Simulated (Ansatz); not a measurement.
## HgTe (Coloradoite): equation of state with r2SCAN

HgTe (Coloradoite):

```
Hg Te
1.0
     0.00000    3.21450    3.21450
     3.21450    0.00000    3.21450
     3.21450    3.21450    0.00000
Hg Te
1 1
Direct
  0.00000 0.00000 0.00000
  0.75000 0.75000 0.75000
```

| Quantity | Value |
| --- | --- |
| Program | Ansatz 0.2.0 |
| Task | equation of state |
| Functional | r2SCAN |
| Potentials or basis | Ansatz PAW |
| Cutoff | 500 eV |
| Density cutoff | 2000 eV |
| k mesh | 7 × 7 × 7 |
| Occupations | fermi-dirac, width 0.05 eV |
| Spin | no spin polarisation |

The equilibrium volume is 35.52 Å³/atom (rough: see the caveat). The bulk modulus is 40 GPa (rough).

Energy against volume, from the lowest point:
```
volume (Å³/atom)  energy (meV/atom)
          31.223              83.99
          31.887              57.43
          32.551              36.65
          33.215              21.05
          33.880              10.06
          34.544               3.20
          35.208               0.00
```

All runs of the series together: 16 s on 2 threads of Intel(R) Xeon(R) 6975P-C (Granite Rapids), with other jobs on the host.

Caveat: the minimum lies outside the volumes run; the PAW data sets were made with another functional, which shifts forces and pressure a little. Spin-orbit coupling is left out, which matters for the levels of Hg, Te.
